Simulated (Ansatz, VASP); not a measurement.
Ru in VASP and in Ansatz

The input INCAR:

```
SYSTEM = Ru
PREC = Accurate ; ENCUT = 520
EDIFF = 1E-7 ; ISMEAR = -1
SIGMA = 0.08 ; LREAL = .False.
LASPH = .True. ; NELM = 60
ALGO = Normal ; ISIF = 2
LWAVE = .False. ; LCHARG = .False.
GGA = PE ; NBANDS = 13
```

File KPOINTS:

```
regular mesh
0
Gamma
  18 18 18
  0 0 0
```

File POSCAR:

```
Ru
1.0
   -1.2879344394      1.2879344394      1.2879344394
    1.2879344394     -1.2879344394      1.2879344394
    1.2879344394      1.2879344394     -1.2879344394
Ru
1
Direct
    0.0000000000      0.0000000000      0.0000000000
```

Input for Ansatz:

```yaml
crystal:
  lattice:
    - [-1.2879344394, 1.2879344394, 1.2879344394]
    - [1.2879344394, -1.2879344394, 1.2879344394]
    - [1.2879344394, 1.2879344394, -1.2879344394]
  atoms:
    - { symbol: Ru, position: [0.0, 0.0, 0.0] }
kpoints:
  mp_grid: { grid: [18, 18, 18] }
scf:
  occupations: { method: fermi_dirac, width: 0.08 }
hamiltonian:
  xc: pbe
  pseudopotentials: { kind: all_electron, lapw: { basis_error: 0.001 } }
output:
  forces: true
  stress: true
  eigenvalues: true
  populations: true
```

Change from the starting cell: volume scaled by 0.6, LAPW.

Alike in both runs: task single point; functional PBE; k mesh 18 × 18 × 18; occupations fermi-dirac, width 0.08 eV; no spin polarisation.

```csv
,VASP,Ansatz
version,VASP 6.6.1,Ansatz 0.2.0
potentials or method,"VASP PAW PBE potentials, release 64 (Ru_pv)","all-electron LAPW, scalar-relativistic"
plane-wave cutoff (eV),520,see its input
```

|  | VASP | Ansatz | Ansatz less VASP |
| --- | --- | --- | --- |
| pressure (GPa) | 468.6 | 461.4 | -7.10 |

Ansatz ran all-electron here, so the differences hold the error of VASP's frozen core and of both bases.

Caveats: the cell as given lies far from equilibrium; so large a pressure means that the cell lies far from this level's equilibrium, or that cutoff or potentials fall short (VASP).
